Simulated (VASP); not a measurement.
Sb: single point with PBE

The system is Sb.

```
Sb
1.0
     4.52770    0.00000    0.00000
     0.00000    4.42110    0.00000
    -1.32052    0.00000    6.36435
Sb
4
Cartesian
  0.6363 1.1053 4.3511
  2.5709 3.3158 2.0132
  3.2336 3.3158 4.8545
  -0.0264 1.1053 1.5099
```

This isn't the form of Sb at room conditions, which is rhombohedral.

| Item | Value |
| --- | --- |
| Program | VASP 6.6.1 |
| Task | single point |
| Functional | PBE |
| Potentials or basis | VASP PAW PBE potentials, release 64 (Sb) |
| Cutoff | 520 eV |
| k mesh | 6 × 6 × 4 |
| Occupations | gaussian, width 0.05 eV |
| Spin | no spin polarisation |
| Further INCAR settings | ALGO = Normal; EDIFF = 1.00e-06; NBANDS = 18 |

```yaml
Pressure: 0.1 GPa
Largest_force: 0.143 eV/Å
Band_gap_on_the_k_mesh: none (metal or under the smearing width)
```

Forces on the atoms (eV/Å):
```
Sb  -0.018  0.000  0.142
Sb   0.018  0.000 -0.142
Sb   0.092  0.000  0.035
Sb  -0.092  0.000 -0.035
```

Stress tensor (GPa, compression positive):
```
 0.09  0.00  0.39
 0.00 -0.28  0.00
 0.39  0.00  0.57
```

Levels at points of the mesh, in eV from the Fermi level:
```csv
k point,band 7,band 8,band 9,band 10,band 11,band 12,band 13,band 14
"(0.00, 0.00, 0.00)",-2.78,-2.15,-1.40,-0.15,2.01,2.68,2.92,3.03
"(0.50, 0.00, 0.00)",-2.13,-1.10,-0.92,-0.70,0.26,1.09,1.26,1.44
"(0.00, 0.50, 0.00)",-1.43,-1.43,-1.12,-1.12,0.40,0.40,1.30,1.30
"(0.50, 0.50, 0.00)",-3.52,-3.52,-2.31,-2.31,0.83,0.83,4.97,4.97
"(0.00, 0.00, 0.50)",-2.48,-2.14,-1.75,-1.59,0.64,1.85,2.16,2.97
"(0.50, 0.00, 0.50)",-1.80,-1.05,-0.88,-0.71,-0.35,0.74,1.06,1.20
"(0.00, 0.50, 0.50)",-1.63,-1.63,-0.86,-0.86,0.11,0.11,0.95,0.95
"(0.50, 0.50, 0.50)",-3.84,-3.84,-1.29,-1.29,1.93,1.93,3.55,3.55
```

Run time: 49 s on 1 thread of Intel(R) Xeon(R) Platinum 8488C (Sapphire Rapids), on a shared host, peak memory 0.28 GiB.

The run has no spin-orbit coupling, so splittings on Sb are missing.
